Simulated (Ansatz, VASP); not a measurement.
**SiNi: VASP beside Ansatz**

Wanted: the spread between two codes on one cell, functional and k mesh. The structure shown comes from an earlier Ansatz run, which isn't shown and may have moved the atoms alone.

Method: plane waves, with VASP 6.6.1 beside it; elastic constants at PBEsol, in Ansatz 0.2.0.

### Step 1. The starting structure

Symmetry: P2_13, No. 198, cubic system. Conventional cell: a = 4.467 Å, b = 4.467 Å, c = 4.467 Å, α = 90.00°, β = 90.00°, γ = 90.00°. Nearest to Si lie 7 Ni at 2.34 to 2.42 Å. Ni has 7 Si at 2.34 to 2.42 Å nearest. Farther neighbours are not listed.

### Step 2. Ansatz: elastic constants, PBEsol

Ansatz runs on its default PAW (the set named soft_2) files.

Elastic constants are differences of stresses under small strains, so they test the stress and the mesh.

input.yaml reads:

```yaml
crystal:
  lattice:
    - [4.4669388057, 0.0, 0.0]
    - [0.0, 4.4669388057, 0.0]
    - [0.0, 0.0, 4.4669388057]
  atoms:
    - { symbol: Si, position: [0.6535094565, 0.1535094565, 0.3464905435] }
    - { symbol: Si, position: [0.1535094565, 0.3464905435, 0.6535094565] }
    - { symbol: Si, position: [0.3464905435, 0.6535094565, 0.1535094565] }
    - { symbol: Si, position: [0.8464905435, 0.8464905435, 0.8464905435] }
    - { symbol: Ni, position: [0.3510430764, 0.8510430764, 0.6489569236] }
    - { symbol: Ni, position: [0.8510430764, 0.6489569236, 0.3510430764] }
    - { symbol: Ni, position: [0.6489569236, 0.3510430764, 0.8510430764] }
    - { symbol: Ni, position: [0.1489569236, 0.1489569236, 0.1489569236] }
kpoints:
  mp_grid: { grid: [6, 6, 6] }
hamiltonian:
  xc: pbesol
scf:
  occupations: { method: methfessel_paxton, width: 0.25 }
output:
  forces: true
  stress: true
  eigenvalues: true
elastic:
  mode: relaxed_ion
  stencil: two_point
  amplitude: 0.01
```

Started as:

```
$ ansatz run input.yaml --threads 8 --pin off --max-ram 16384MiB --backend cpu --events-out ev --progress --plain --runs-dir out
```

Numbers of over 12 decimals in the logs are rounded to 6 here.

What it wrote:

```text
Engine: ansatz 0.2.0, x86_64-unknown-linux-gnu
Pseudopotentials: kind: paw
Pseudopotential: Si, paw, valence charge 4, recommended cutoff 420 eV (normal), Si.paw.azcp
Pseudopotential: Ni, paw, valence charge 18, recommended cutoff 420 eV (normal), Ni.paw.azcp
Functional definition: PBEsol
  exchange = pbesol_x
  correlation = pbesol_c
Crystal: 8 atoms, lattice volume = 89.131 Å³
Basis set: ecut = 420 eV, 1743 PW (Γ), exchange–correlation on 64×64×64 points (8 copies of the dense FFT grid, shifted against one another)
Bands: 53, of which v1, the nominal top of the filled ones, is band 44 counted from 1 (43 counted from 0)
Symmetry: 12 space group operations
Space group: P213 (ITA 198), of the structure as read, at distance tolerance 4.5e-5 Å
k-points: 24 of 216 (time reversal used)
Non-local potential: Si, projectors of the file, l = 0: 2, l = 1: 2, l = 2: 2
Non-local potential: Ni, projectors of the file, l = 0: 3, l = 1: 2, l = 2: 3, l = 3: 1
PAW form: soft (Blöchl's): semilocal exchange-correlation on the pseudo side does not see the compensation charge
PAW frozen core: Si, regenerated for the run's functional, and the local potential with it (the file was generated under x = pbe(κ = 0.804, μ = 0.219515), c = pbe(β = 0.066725))
PAW frozen core: Ni, regenerated for the run's functional, and the local potential with it (the file was generated under x = pbe(κ = 0.804, μ = 0.219515), c = pbe(β = 0.066725))
PAW one-centre angular grid: Si, 110 points (default); XC on 64 Gauss nodes
PAW one-centre angular grid: Ni, 590 points (default); XC on 64 Gauss nodes
Initial density: superposition of atomic densities (neutral atoms: chi_scale 0, normalization atom), corrected by the library's trained network
Initial wavefunctions: pseudopotential atomic-orbital guess
Functional: x = pbesol(κ = 0.804, μ = 0.123457), c = pbesol(β = 0.046)
SCF iter   1: F=—  HF=-25709.887213 eV  |F-HF|=—  |Δ(HF+E_count)|=         —  Δρ=1.95e-2  dr2=1.91e-1  ethr=1.77e-3  ⟨swp⟩=6.9  Hψ=4876  notcnv=0
preconditioner: auto → Kerker (q_TF=auto, 2.722 Å⁻¹)  [metal: Δε(μ)=0.083 eV  Ē_g=7.219 eV  σ=0.250 eV  W_gap=0.27  n_scr=26 (ndim 8)  ℏωp=29.4 eV  f_vac=0.000  D(μ)=3.10/eV (n_scr^D=26)]
SCF iter   2: F=—  HF=-25709.858318 eV  |F-HF|=—  |Δ(HF+E_count)|=   2.89e-2  S|Δr|=    0.00e0  Δρ=4.83e-3  dr2=1.27e-2  ethr=2.17e-4  ⟨swp⟩=2.7  Hψ=2500  notcnv=0
SCF iter   3: F=—  HF=-25709.856632 eV  |F-HF|=—  |Δ(HF+E_count)|=   1.69e-3  S|Δr|=    0.00e0  Δρ=1.48e-3  dr2=1.35e-3  ethr=1.45e-5  ⟨swp⟩=1.0  Hψ=1224  notcnv=0
SCF iter   4: F=—  HF=-25709.856339 eV  |F-HF|=—  |Δ(HF+E_count)|=   2.93e-4  S|Δr|=    0.00e0  Δρ=2.54e-4  dr2=3.15e-5  ethr=1.53e-6  ⟨swp⟩=2.2  Hψ=1876  notcnv=0
SCF iter   5: F=—  HF=-25709.856255 eV  |F-HF|=—  |Δ(HF+E_count)|=   8.44e-5  S|Δr|=    0.00e0  Δρ=5.03e-5  dr2=1.59e-6  ethr=3.58e-8  ⟨swp⟩=2.0  Hψ=2009  notcnv=0
SCF iter   6: F=—  HF=-25709.856254 eV  |F-HF|=—  |Δ(HF+E_count)|=   8.34e-7  S|Δr|=    0.00e0  Δρ=1.61e-5  dr2=1.77e-7  ethr=1.81e-9  ⟨swp⟩=2.0  Hψ=2051  notcnv=0
SCF iter   7: F=—  HF=-25709.856254 eV  |F-HF|=—  |Δ(HF+E_count)|=   4.10e-8  S|Δr|=    0.00e0  Δρ=2.43e-6  dr2=3.37e-9  ethr=2.02e-10  ⟨swp⟩=2.8  Hψ=2037  notcnv=0
SCF iter   8: F=—  HF=-25709.856254 eV  |F-HF|=—  |Δ(HF+E_count)|=   1.22e-9  S|Δr|=    0.00e0  Δρ=6.54e-7  dr2=2.52e-10  ethr=3.83e-12  ⟨swp⟩=2.5  Hψ=2346  notcnv=0
SCF iter   9: F=—  HF=-25709.856254 eV  |F-HF|=—  |Δ(HF+E_count)|=  4.00e-11  S|Δr|=    0.00e0  Δρ=1.41e-7  dr2=1.39e-11  ethr=2.87e-13 (applied; sched 1.00e-12)  ⟨swp⟩=2.4  Hψ=1991  notcnv=0  defer=49
SCF iter  10: F=—  HF=-25709.856254 eV  |F-HF|=—  |Δ(HF+E_count)|=  3.64e-12  S|Δr|=    0.00e0  Δρ=3.36e-8  dr2=4.61e-13  ethr=1.58e-14 (applied; sched 1.00e-12)  ⟨swp⟩=2.4  Hψ=2048  notcnv=0  defer=49
[...]
SCF 1 converged in 11 iterations: F = -25709.856254 eV  dr2 = 1.84e-14
  greatest PAW one-centre occupation: 1.001 electrons in one spin orbital (limit 2), on the Ni atom at site 6 (counted from 0), in its partial waves of l = 1
relax step   1: F+E_penalty+E_count = -25709.85625413 eV  Δ(F+E_penalty+E_count) = +0.000e0 eV  max|allowed force component| = 6.566e-4 eV/Å  Δτ_max = 0.0000 Å  (11 SCF iters, accepted)
Initial density: handed on by an earlier stage of this run
Initial wavefunctions: pseudopotential atomic-orbital guess (no wavefunctions were taken with the density)
[...]
SCF iter   1: F=—  HF=-25709.854439 eV  |F-HF|=—  |Δ(HF+E_count)|=         —  Δρ=1.30e-6  dr2=7.01e-10  ethr=1.00e-12  ⟨swp⟩=2.8  Hψ=18026  notcnv=0
SCF iter   2: F=—  HF=-25709.854339 eV  |F-HF|=—  |Δ(HF+E_count)|=   9.98e-5  S|Δr|=    0.00e0  Δρ=5.79e-7  dr2=1.23e-10  ethr=7.97e-13 (applied; sched 1.00e-12)  ⟨swp⟩=3.1  Hψ=10104  notcnv=0
SCF iter   3: F=—  HF=-25709.854339 eV  |F-HF|=—  |Δ(HF+E_count)|=  3.64e-12  S|Δr|=    0.00e0  Δρ=3.71e-7  dr2=5.09e-11  ethr=1.40e-13 (applied; sched 1.00e-12)  ⟨swp⟩=1.0  Hψ=4240  notcnv=0
SCF iter   4: F=—  HF=-25709.854339 eV  |F-HF|=—  |Δ(HF+E_count)|=  3.64e-12  S|Δr|=    0.00e0  Δρ=2.64e-7  dr2=2.72e-11  ethr=5.78e-14 (applied; sched 1.00e-12)  ⟨swp⟩=1.0  Hψ=4240  notcnv=0
SCF iter   5: F=—  HF=-25709.854339 eV  |F-HF|=—  |Δ(HF+E_count)|=  7.28e-12  S|Δr|=    0.00e0  Δρ=1.69e-7  dr2=1.17e-11  ethr=3.09e-14 (applied; sched 1.00e-12)  ⟨swp⟩=1.0  Hψ=4240  notcnv=0
SCF iter   6: F=—  HF=-25709.854339 eV  |F-HF|=—  |Δ(HF+E_count)|=  3.64e-12  S|Δr|=    0.00e0  Δρ=1.38e-7  dr2=8.01e-12  ethr=1.33e-14 (applied; sched 1.00e-12)  ⟨swp⟩=1.0  Hψ=4240  notcnv=0
SCF iter   7: F=—  HF=-25709.854339 eV  |F-HF|=—  |Δ(HF+E_count)|=    0.00e0  S|Δr|=    0.00e0  Δρ=1.18e-7  dr2=5.79e-12  ethr=9.10e-15 (applied; sched 1.00e-12)  ⟨swp⟩=1.0  Hψ=4240  notcnv=0
SCF iter   8: F=—  HF=-25709.854339 eV  |F-HF|=—  |Δ(HF+E_count)|=    0.00e0  S|Δr|=    0.00e0  Δρ=5.20e-8  dr2=1.12e-12  ethr=6.58e-15 (applied; sched 1.00e-12)  ⟨swp⟩=1.0  Hψ=4240  notcnv=0
SCF iter   9: F=—  HF=-25709.854339 eV  |F-HF|=—  |Δ(HF+E_count)|=  3.64e-12  S|Δr|=    0.00e0  Δρ=2.00e-8  dr2=1.71e-13  ethr=1.28e-15 (applied; sched 1.00e-12)  ⟨swp⟩=1.0  Hψ=4240  notcnv=0
SCF iter  10: F=-25709.854339 eV  HF=-25709.854339 eV  |F-HF|=7.28e-12  |Δ(HF+E_count)|=  3.64e-12  S|Δr|=    0.00e0  Δρ=5.22e-10  dr2=1.65e-16  ethr=1.00e-12  ⟨swp⟩=4.0  Hψ=12757  notcnv=0
SCF 31 converged in 10 iterations: F = -25709.854339 eV  dr2 = 1.65e-16
SCF converged after 10 iterations
Stability not checked: this state was not tested for a lower state beside it, because cold or Methfessel-Paxton smearing, or corrected tetrahedra, fill the levels in a way that the test cannot read (fill_not_monotonic; see scf.lower_state_search)
Free energy (F): -25709.856255 eV
Harris-Foulkes:  -25709.856255 eV  (|F-HF|=3.64e-12)
Internal energy: -25709.857056 eV  (E = F + TS)
E sigma→0 (E₀):  -25709.856455 eV
Entropy (-TS):   0.000801 eV (0.100 meV/atom)
Fermi energy:    16.859308 eV
--- Per-component energies (eV) ---
  E_band       = -1154.005694
  E_kinetic    = 1321.274102
  E_local      = -17189.048594  (includes V_loc(G=0)·N_el)
  E_nonlocal   = 2651.317760
  E_hartree    = 7410.655360
  E_xc         = -568.842377
  E_vxc        = -640.884822  (∫ρ·V_xc dr)
  E_paw        = -8382.745549  (= ΣΔE_a)
  E_vpaw       = -2117.976975  (= ΣTr[D̂ρ^β])
  E_aug_tail   = 0.002115  (compensation charges beyond the density's cutoff)
  E_ewald      = -10953.385270
  E_core_change = 0.915398  (= ΣΔE_core)
  E_smearing   = 0.000801  (= −TS)
  E_closure    = 0.000000  (closes the sum)
  Σ components = -25709.856255   (vs F -25709.856255, Δ=0.00e0)
--- Forces (eV/Å), atoms counted from 1 ---
  atom   1  Si    -0.00000031    -0.00000031     0.00000031
  atom   2  Si    -0.00000031     0.00000031    -0.00000031
  atom   3  Si     0.00000031    -0.00000031    -0.00000031
  atom   4  Si     0.00000031     0.00000031     0.00000031
  atom   5  Ni    -0.00000031    -0.00000031     0.00000031
  atom   6  Ni    -0.00000031     0.00000031    -0.00000031
  atom   7  Ni     0.00000031    -0.00000031    -0.00000031
  atom   8  Ni     0.00000031     0.00000031     0.00000031
  max |Σ_I F_I| component: 7.86e-17 eV/Å
--- Stress (GPa, compression-positive) ---
        0.002428       0.000000      -0.000000
        0.000000       0.002428       0.000000
       -0.000000      -0.000000       0.002428
  P = ⅓ Tr σ = 0.0024 GPa (0.024 kbar)
--- Band table (eV; the first three rows and the last of 24) ---
  k-point 0: bands = [... 40 lower, 15.2050, 15.2050, 15.2050, 17.9074, 17.9074, 17.9074, 18.2643, 18.2643, ... 5 higher]
  k-point 1: bands = [... 40 lower, 15.0214, 15.1335, 15.7076, 17.1471, 17.2908, 17.5019, 17.7584, 18.7022, ... 5 higher]
  k-point 2: bands = [... 40 lower, 14.9424, 14.9437, 16.1548, 16.6428, 16.7862, 16.8748, 18.1854, 19.2057, ... 5 higher]
  k-point 23: bands = [... 40 lower, 15.0369, 15.0369, 15.0369, 15.0369, 21.1392, 21.1392, 21.1392, 21.1392, ... 5 higher]
--- Elastic constants: 2 strain directions × 2 members + reference (group order 12) ---
  dense FFT box of the reference and of every strained cell: 32×32×32
  strains applied: 11, 23; error gains: componentwise 1.00 (the most a stress slope's error grows in a printed constant), spectral 1.73 (1 for all six strains in a standard setting)
  reference relaxed by the batch: 4 steps; max|allowed force component| 6.57e-4 eV/Å at the deck's positions, 3.23e-7 at the last accepted step, 3.08e-7 by the solve of record
  largest displacement 1.2e-4 Å; the constants are those of the deck's cell at these positions:
  atoms:
    - { symbol: Si, position: [0.653522, 0.153522, 0.346478] }
    - { symbol: Si, position: [0.153522, 0.346478, 0.653522] }
    - { symbol: Si, position: [0.346478, 0.653522, 0.153522] }
    - { symbol: Si, position: [0.846478, 0.846478, 0.846478] }
    - { symbol: Ni, position: [0.351028, 0.851028, 0.648972] }
    - { symbol: Ni, position: [0.851028, 0.648972, 0.351028] }
    - { symbol: Ni, position: [0.648972, 0.351028, 0.851028] }
    - { symbol: Ni, position: [0.148972, 0.148972, 0.148972] }
  C = ∂σ_k/∂η_j (tension-positive GPa; Voigt order 11 22 33 23 13 12):
       216.611    193.025    192.715      0.000      0.000     -0.000
       192.715    216.611    193.025      0.000      0.000     -0.000
       193.025    192.715    216.611      0.000      0.000     -0.000
        -0.000     -0.000      0.000     68.820     -0.000      0.000
        -0.000      0.000      0.000      0.000     68.820      0.000
        -0.000      0.000     -0.000      0.000      0.000     68.820
  reference stress σ⁰ (GPa):     -0.002     -0.002     -0.002      0.000      0.000     -0.000
  C* (energy form; C + prestress term) asymmetry max|C*_kj − C*_jk| = 3.096e-1 GPa — a small one proves nothing (zero by symmetry where the batch's group is 432, −43m or m−3m); a large one is finite-difference/SCF noise where every solve meets its electron count
  moduli (Voigt/Reuss/Hill, GPa): K = 200.78/200.78/200.78   G = 46.04/23.58/34.81   E = 98.72   ν = 0.418
  mechanically stable: yes (min eigenvalue of sym C = 23.74 GPa)
  strain η (Voigt 11):  stress-route row diagonal C_11 = 216.61 GPa, energy-path curvature d²(F+E_count+ΔE)/dδ²/Ω₀ = 215.79 GPa
         δ    σ_11 (GPa)             F (eV)   n_scf  n_hpsi   n_pw
    -1.000e-2      -2.2703      -25709.8500503       9   55490   1749   relax 7 steps, max|allowed force component| 3.05e-6 eV/Å
     1.000e-2       2.0620      -25709.8504446      10   57066   1787   relax 5 steps, max|allowed force component| 7.28e-6 eV/Å
  strain η (Voigt 23):  stress-route row diagonal C_44 = 68.82 GPa, energy-path curvature d²(F+E_count+ΔE)/dδ²/Ω₀ = 68.82 GPa
         δ    σ_23 (GPa)             F (eV)   n_scf  n_hpsi   n_pw
    -1.000e-2      -0.6882      -25709.8543393       9   69249   1766   relax 5 steps, max|allowed force component| 3.15e-5 eV/Å
     1.000e-2       0.6882      -25709.8543393      10   71454   1766   relax 5 steps, max|allowed force component| 3.78e-5 eV/Å
```

In the SCF lines HF is the Harris–Foulkes energy and dr2 the Hartree energy of the density residual, in eV; the loop may stop once dr2 is under the threshold and the program's other checks hold. Hψ counts applications of the Hamiltonian.

(Continued in part 2 of 3.)

[Lines on the potential files, build, host, timing and source positions are cut from VASP's logs without a mark.]

[Logs are printed without paths, hosts, clocks, repeated set-up lines and the standing remarks that a program may print on its own settings, such as how far it seeks lower states.]

[Hosts, paths, dates, database ids (printed as entryN), source tags and the programs' standing remarks are cut or masked in the printed files.]
